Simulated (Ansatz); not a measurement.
A (010) slab of TiSi (Cmmm (No. 65)), 7 planes, outer planes Si (top) and Si (bottom), with 14 atoms (Ti6Si8) in a surface cell of A = 14.918 Å², as cut from the bulk:

```yaml
crystal:
  lattice:
    - [3.60079, 0.00000, 0.00000]
    - [0.00000, 4.14290, 0.00000]
    - [0.00000, 0.00000, 26.36785]
  atoms:
    - { symbol: Si, position: [0.00000, 0.55075, 0.28444] }
    - { symbol: Si, position: [0.50000, 0.05075, 0.28444] }
    - { symbol: Ti, position: [0.00000, 0.05076, 0.35629] }
    - { symbol: Ti, position: [0.50000, 0.55074, 0.35629] }
    - { symbol: Si, position: [0.00000, 0.55075, 0.42815] }
    - { symbol: Si, position: [0.50000, 0.05075, 0.42815] }
    - { symbol: Ti, position: [0.50000, 0.55075, 0.50000] }
    - { symbol: Ti, position: [0.00000, 0.05075, 0.50000] }
    - { symbol: Si, position: [0.00000, 0.55075, 0.57185] }
    - { symbol: Si, position: [0.50000, 0.05075, 0.57185] }
    - { symbol: Ti, position: [0.00000, 0.05076, 0.64371] }
    - { symbol: Ti, position: [0.50000, 0.55074, 0.64371] }
    - { symbol: Si, position: [0.00000, 0.55075, 0.71556] }
    - { symbol: Si, position: [0.50000, 0.05075, 0.71556] }
```

The calculation used Ansatz, DFT PBEsol, scalar-relativistic, plane waves, PAW. Cutoff 420 eV; k points 10×8×1 on the computed 14-atom cell (Γ-centred); Gaussian smearing, width 0.10 eV; no spin polarisation.

The relaxed slab holds 6 formula units of TiSi and 2 further Si. Against those formula units in the bulk and the further Si in its standard state it lies 3.371 eV higher. The formation energy of TiSi from the standard states is -1.245 eV a formula unit (uncorrected, no zero-point or thermal terms).

(1) Over what range can the chemical potential of Si vary, and what is the surface energy at both ends?

(2) How does its energy depend on growth conditions?

Answers

(1) In contact with the bulk, μ(Si) + μ(Ti) is fixed. With Δμ counted from the standard states, Δμ(Si) ≤ 0 keeps elemental Si from forming, and Δμ(Ti) ≤ 0 requires Δμ(Si) ≥ ΔH = -1.245 eV. Other compounds of Si and Ti can narrow this range. Then γ, the mean of both faces, = [3.371 eV − 2.00·Δμ(Si)]/(2A). At the Si-rich end (Δμ = 0): 3.371/(2 × 14.918) × 16.02 = 1.81 J/m². At the Si-poor end: (3.371 + 2.490)/(2 × 14.918) × 16.02 = 3.15 J/m².

(2) It carries an excess of Si, so its energy falls by 1.07 J/m² for each eV that μ(Si) rises: Si-rich conditions lower it; whether it appears depends on the other terminations.